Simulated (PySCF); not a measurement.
Species: C3H4N2.
Bonds: C1–C2 (aromatic), C2–N3 (aromatic), N3–N4 (aromatic), N4–C5 (aromatic), C1–C5 (aromatic). Hydrogens: H6 on C1; H7 on C2; H8 on N4; H9 on C5.

Method: PySCF 2.14.0, PBE0-D3(BJ)/def2-TZVP geometry optimisation, gas phase; density fitting, grid level 2; the optimiser is geomeTRIC in internal coordinates, started from a GFN2-xTB structure with every atom displaced at random (about 0.01 Å).

Step 0: E = -6150.5425 eV
```
atom  x, y, z in Å  |  force x, y, z in eV/Å
C1      0.1183    0.6580    0.7188   -1.279   1.628   1.005
C2      1.1639   -0.1019    0.2614    1.238  -0.368   0.057
N3      0.7632   -0.9070   -0.7060    2.437  -1.015  -0.169
N4     -0.4828   -0.6748   -0.8585   -2.934   0.328  -0.768
C5     -0.9726    0.2860   -0.0444    0.428  -0.078   0.393
H6      0.1156    1.4338    1.4969    0.066  -0.540  -0.462
H7      2.1968   -0.1044    0.5995   -0.243  -0.058  -0.163
H8     -1.0175   -1.1823   -1.5560    0.312   0.149   0.236
H9     -2.0036    0.5953   -0.0193   -0.025  -0.046  -0.128
```

Step 1: E = -6150.3935 eV
```
atom  x, y, z in Å  |  force x, y, z in eV/Å
C1      0.1271    0.7792    0.6642   -0.533  -1.651  -0.629
C2      1.1628   -0.0705    0.2326    0.200  -0.526  -0.077
N3      0.7567   -0.9683   -0.6489    0.675  -0.363  -0.019
N4     -0.5744   -0.8049   -0.7653    1.296   1.402   0.220
C5     -0.9453    0.2733   -0.0395   -1.211   0.608   0.495
H6      0.1146    1.3929    1.5360   -0.016   0.664   0.022
H7      2.1856   -0.0945    0.5786    0.072   0.038  -0.126
H8     -0.9673   -1.0767   -1.6497   -0.310  -0.273   0.115
H9     -1.9787    0.5722   -0.0155   -0.174   0.102  -0.001
```

Step 2: E = -6150.3941 eV
```
atom  x, y, z in Å  |  force x, y, z in eV/Å
C1      0.1125    0.7366    0.6249    0.047   0.137   1.178
C2      1.1903   -0.0902    0.2250   -0.482   0.125   0.273
N3      0.7835   -0.9874   -0.6452   -0.504   0.325   0.124
N4     -0.5423   -0.7627   -0.7304   -0.338  -0.474  -1.831
C5     -1.0094    0.2977   -0.0346    1.455  -0.344   0.303
H6      0.1120    1.3591    1.4991    0.104   0.592  -0.090
H7      2.2119   -0.0949    0.5767   -0.021   0.112  -0.037
H8     -0.9311   -1.0514   -1.6130   -0.355  -0.415   0.153
H9     -2.0463    0.5959   -0.0101    0.094  -0.057  -0.073
```

**Question.** Estimate the geometry and energy of step 3. (The exact step hangs on the optimiser's Hessian estimate; all steps are aligned on step 2, rigid shifts and turns removed.)

**Answer.** E = -6150.5039 eV, largest force 0.940 eV/Å
```
atom  x, y, z in Å  |  force x, y, z in eV/Å
C1      0.1169    0.7516    0.6491   -0.099  -0.562   0.515
C2      1.1746   -0.0876    0.2308   -0.021  -0.092   0.166
N3      0.7764   -0.9833   -0.6506   -0.168   0.235   0.126
N4     -0.5497   -0.7757   -0.7552    0.206   0.343  -0.850
C5     -0.9797    0.2864   -0.0326    0.247  -0.084   0.164
H6      0.1120    1.3889    1.5179    0.066   0.395  -0.255
H7      2.1983   -0.0949    0.5752    0.017   0.065  -0.047
H8     -0.9518   -1.0678   -1.6323   -0.264  -0.292   0.238
H9     -2.0160    0.5851   -0.0099    0.016  -0.008  -0.057
```

The energy changes by -0.1099 eV. The first-order estimate −F·Δx gives -0.1772 eV and the mean of the old and new forces, exact on a quadratic surface, -0.1100 eV. The step makes an angle of 43° with the force vector and moves no atom by more than 0.035 Å.

What follows is the cost of the whole optimisation. On one thread, Arm Neoverse V1 (aarch64), shared host with 32 logical CPUs at a one-minute load of 23, this took 2.1 min wall and 0.78 GiB of memory at its peak.
